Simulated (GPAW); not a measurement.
A run of GPAW 26.7.0 is set up as follows.

The input run.py:

```python
from ase import Atoms
from ase.dft.bandgap import bandgap
from ase.io import write
from ase.units import GPa
from gpaw import GPAW, PW

atoms = Atoms(['Ti', 'Ti', 'O', 'O', 'O', 'O'],
              cell=[[-1.8921, 1.8921, 4.7573],
                    [1.8921, -1.8921, 4.7573],
                    [1.8921, 1.8921, -4.7573]],
              scaled_positions=[[0.75, 0.25, 0.5],
                                [0.0, 0.0, 0.0],
                                [0.7919, 0.7919, 0.0],
                                [0.5419, 0.0419, 0.5],
                                [0.9581, 0.4581, 0.5],
                                [0.2081, 0.2081, 0.0]],
              pbc=True)

calc = GPAW(mode=PW(800),
            xc='PBE',
            kpts={'size': (10, 10, 10), 'gamma': True},
            occupations={'name': 'fermi-dirac', 'width': 0.05},
            nbands=43,
            convergence={'density': 1e-05, 'energy': 1e-05},
            maxiter=150,
            txt='gpaw.txt')
atoms.calc = calc
energy = atoms.get_potential_energy()
forces = atoms.get_forces()
stress = atoms.get_stress()
calc.write('gs.gpw')
write('result.traj', atoms)
print(f'Energy: {energy:.6f} eV')
print('Forces (eV/A):')
print(forces.round(4))
print('Stress (GPa):', (stress / GPa).round(3))
print('Fermi level:', round(calc.get_fermi_level(), 4), 'eV')
print(f'Gap: {bandgap(calc)[0]:.4f} eV, direct: {bandgap(calc, direct=True)[0]:.4f} eV')
```

Potentials or basis: GPAW PAW data sets (gpaw-data 1.2.1), pw.

Run with:

```console
$ OMP_NUM_THREADS=1 python run.py
```

**Question.** Estimate the largest force.

**Answer.** 0.135 eV/Å.

**Question.** Predict the pressure.

**Answer.** 6.3 GPa.

**Question.** Estimate the band gap on the k mesh.

**Answer.** 2.15 eV, indirect (least direct gap 2.47 eV).

Forces on the atoms (eV/Å):
```
Ti   0.000  0.000  0.000
Ti   0.000  0.000  0.000
O    0.000  0.000 -0.135
O    0.000  0.000 -0.135
O    0.000  0.000  0.135
O    0.000  0.000  0.135
```

A k mesh can miss the band edges. PBE gaps usually lie below the measured ones, often by a third to a half.
